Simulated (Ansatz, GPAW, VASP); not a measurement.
**TePb: 4 runs at one level of theory**

```xyz
2
Lattice="0.0000 3.2310 3.2310 3.2310 0.0000 3.2310 3.2310 3.2310 0.0000" Properties=species:S:1:pos:R:3 pbc="T T T"
Pb    0.0000    0.0000    0.0000
Te    3.2310    3.2310    3.2310
```

Alike in all runs: task single point; functional PBE; k mesh 7 × 7 × 7; occupations gaussian, width 0.024 eV; no spin polarisation; no spin-orbit coupling. Pressure is positive in compression and, in plane waves, holds the error of the finite cutoff, which Ansatz's Pulay term estimates and takes out.

| program and potentials | plane-wave cutoff (eV) | notes | pressure (GPa) |
| --- | --- | --- | --- |
| Ansatz, Ansatz PAW | 420 | 15 valence electrons an atom on average; Pulay term of +0.02 GPa included | 2.11 |
| VASP, PBE PAW files Pb_d, Te, 520 eV | 520 | 10 valence electrons an atom on average | 2.08 |
| GPAW, GPAW PAW data sets (gpaw-data 1.2.1) | 600 | 10 valence electrons an atom on average | 1.83 |
| Ansatz, all-electron LAPW, scalar-relativistic | - | - | 2.12 |

The pressure spans 1.83 (GPAW, GPAW PAW data sets (gpaw-data 1.2.1)) to 2.12 GPa (Ansatz, all-electron LAPW, scalar-relativistic), with all-electron results at 2.12.

The functional is the same throughout but for its coding, so the spread measures potentials, basis and numerics; runs on potential files found faulty are left out.
